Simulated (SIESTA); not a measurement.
In:

```
CELL_PARAMETERS angstrom
-1.88253 1.88253 1.88253
1.88253 -1.88253 1.88253
1.88253 1.88253 -1.88253
ATOMIC_POSITIONS crystal
In 0.00000 0.00000 0.00000
```

This isn't the form of In at room conditions, which is tetragonal.

| Item | Value |
| --- | --- |
| Program | SIESTA 5.4.2 |
| Task | relaxation of cell and atoms |
| Functional | BLYP |
| Potentials or basis | PseudoDojo 0.4 standard (PBE files) |
| Basis | DZP (energy shift 0.003 Ry; two zetas on semicore shells) |
| Grid cutoff | 500 Ry |
| Energy shift | 0.003 Ry |
| k mesh | 7 × 7 × 7 |
| Occupations | fermi-dirac, width 0.05 eV |
| Spin | no spin polarisation |

At the start: pressure 5.7 GPa; volume 26.69 Å³/atom.

Question: Where does the relaxation end?

Answer: Over 4 steps the energy falls by 87.3 meV/atom and the volume is 31.94 Å³/atom (+19.7 %); space group Im-3m (No. 229, to 0.05 Å).

Step by step:
| step | energy change (eV) | largest force (eV/Å) | pressure (GPa) | volume (Å³) |
| --- | --- | --- | --- | --- |
| 1 | 0.0000 | 0.0000 | 5.72 | 26.69 |
| 2 | -0.0351 | 0.0000 | 4.16 | 27.80 |
| 3 | -0.0871 | 0.0000 | 0.30 | 31.59 |
| 4 | -0.0873 | 0.0000 | -0.03 | 31.94 |

Final structure:
```
In
1.0
    -1.99880    1.99882    1.99882
     1.99882   -1.99880    1.99882
     1.99882    1.99882   -1.99880
In
1
Direct
  0.00000 0.00000 0.00000
```

Caveat: the volume moved by over 15 % at a fixed basis, so the end points are rough; the potentials were made for another functional, which shifts forces and pressure; the basis of atomic orbitals isn't converged, which shifts pressures, moduli and gaps.
